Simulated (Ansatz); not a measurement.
Runs of Ansatz 0.2.0 on AlN. It takes space group P6_3mc (No. 186, hexagonal). The conventional cell has a = 3.113 Å, b = 3.113 Å, c = 4.981 Å, α = 90.00°, β = 90.00°, γ = 120.00°. Al (site symmetry 3m) has 4 N at 1.89 Å as nearest neighbours. N (site symmetry 3m) has 4 Al at 1.89 Å as nearest neighbours. 

| cell | gap on the mesh (eV) | pressure (GPa) |
| --- | --- | --- |
| relaxed to 5 GPa | (a) | 5.0 |
| relaxed | 4.04 | 0.0 |
| relaxed to 30 GPa | 5.07 | 30.0 |
| relaxed to 20 GPa | (b) | 20.0 |
| relaxed to 10 GPa | 4.44 | 10.0 |

Alike in all rows: task relaxation of cell and atoms; level PBE; potentials or basis all-electron LAPW, scalar-relativistic; no spin polarisation; k mesh 10 × 10 × 6; smearing fermi-dirac 0.05 eV; basis error allowed 0.002 eV/atom.

Q: Estimate the missing entries.

A: (a) 4.25; (b) 4.78.

A k mesh can miss the band edges.
